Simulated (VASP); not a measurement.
GaAs:

```
CELL_PARAMETERS angstrom
0.00000 2.83140 2.83140
2.83140 0.00000 2.83140
2.83140 2.83140 0.00000
ATOMIC_POSITIONS crystal
Ga 0.00000 0.00000 0.00000
As 0.25000 0.25000 0.25000
```

Base run:

* Program: VASP 6.6.1
* Functional: PBEsol
* Potentials or basis: VASP PAW PBE potentials, release 64 (Ga_d, As)
* Cutoff: 520 eV
* k mesh: 10 × 10 × 10
* Occupations: gaussian, width 0.03 eV
* Spin: no spin polarisation

Its results: band gap on the k mesh 0.42 eV, direct.

Q: The run is repeated on the same cell with these changes: functional from PBEsol to TB-mBJ; further incar settings from ALGO = Fast; EDIFF = 1e-07; NBANDS = 16 to ALGO = Normal; EDIFF = 1e-07; NBANDS = 16. What comes out?

A: Band gap on the k mesh 1.55 eV, direct.
